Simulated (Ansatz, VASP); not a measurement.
**AlN in VASP and in Ansatz**

POSCAR

```
AlN
1.0
    0.0000000000      2.1823388089      2.1823388089
    2.1823388089      0.0000000000      2.1823388089
    2.1823388089      2.1823388089      0.0000000000
Al N
1 1
Direct
    0.0000000000      0.0000000000      0.0000000000
    0.2500000000      0.2500000000      0.2500000000
```

The input INCAR.step1:

```
PREC     = Accurate       # precision mode
ENCUT    = 520            # plane-wave cutoff, eV
ISMEAR   = -1             # smearing method
SIGMA    = 0.03           # smearing width, eV
LREAL    = False          # projectors in reciprocal space
LASPH    = True           # aspherical terms in the spheres
NELM     = 100            # most SCF steps
NBANDS   = 11             # bands
GGA      = PE             # functional
ALGO     = Normal         # electronic algorithm
EDIFF    = 1E-4           # SCF threshold, eV
LWAVE    = True           # write WAVECAR
LCHARG   = False          # write CHGCAR
```

The input INCAR.step2:

```
PREC     = Accurate       # precision mode
ENCUT    = 520            # plane-wave cutoff, eV
EDIFF    = 1E-7           # SCF threshold, eV
ISMEAR   = -1             # smearing method
SIGMA    = 0.03           # smearing width, eV
LREAL    = False          # projectors in reciprocal space
LASPH    = True           # aspherical terms in the spheres
NELM     = 100            # most SCF steps
ALGO     = Normal         # electronic algorithm
ISIF     = 2              # what is computed and relaxed
LWAVE    = False          # write WAVECAR
LCHARG   = False          # write CHGCAR
METAGGA  = R2SCAN         # meta-GGA
LMIXTAU  = True         
LUSE_VDW = True         
IVDW_NL  = 2            
BPARAM   = 11.95        
CPARAM   = 0.0093       
NBANDS   = 11             # bands
ISTART   = 1
```

Contents of KPOINTS:

```
Automatic mesh
0
Gamma
  12 12 12
```

Input for Ansatz:

```yaml
crystal:
  lattice:
    - [0.0, 2.1823388089, 2.1823388089]
    - [2.1823388089, 0.0, 2.1823388089]
    - [2.1823388089, 2.1823388089, 0.0]
  atoms:
    - { symbol: Al, position: [0.0, 0.0, 0.0] }
    - { symbol: "N", position: [0.25, 0.25, 0.25] }
kpoints:
  mp_grid: { grid: [12, 12, 12] }
  band_path:
    path:
      - [0.0, 0.0, 0.0]
      - [-0.5, -0.5, 0.0]
      - [-0.375, -0.375, 0.25]
      - [-0.375, 0.0, 0.375]
      - [0.0, 0.0, 0.5]
      - [-0.5, -0.25, 0.25]
    npoints: 1
hamiltonian:
  xc: r2scan
  dispersion: rvv10
scf:
  occupations: { method: fermi_dirac, width: 0.03 }
  n_extra_bands: 4
output:
  forces: true
  stress: true
  eigenvalues: true
```

Alike in both runs: task single point; functional r2SCAN; dispersion rVV10; k mesh 12 × 12 × 12; occupations fermi-dirac, width 0.03 eV; no spin polarisation.

|  | VASP | Ansatz |
| --- | --- | --- |
| version | VASP 6.6.1 | Ansatz 0.2.0 |
| potentials or method | VASP PAW PBE potentials, release 64 (Al, N) | plane waves, PAW |
| plane-wave cutoff (eV) | 520 | 500 |
| valence electrons in the cell | 8 | 8 |

VASP gave:

| Quantity | Value |
| --- | --- |
| gap on the k mesh at the Fermi level (eV) | 3.89 |
| pressure (GPa) | -0.3 |

Question: What did Ansatz give for the same quantities?

Answer: gap on the k mesh at the Fermi level (eV): 3.90; pressure (GPa): 0.0.

Caveats: the PAW data sets were made with another functional, which shifts forces and pressure a little (VASP). r2SCAN opens gaps a little over a GGA but as a rule still falls short of measured ones. A k mesh can miss the band edges.
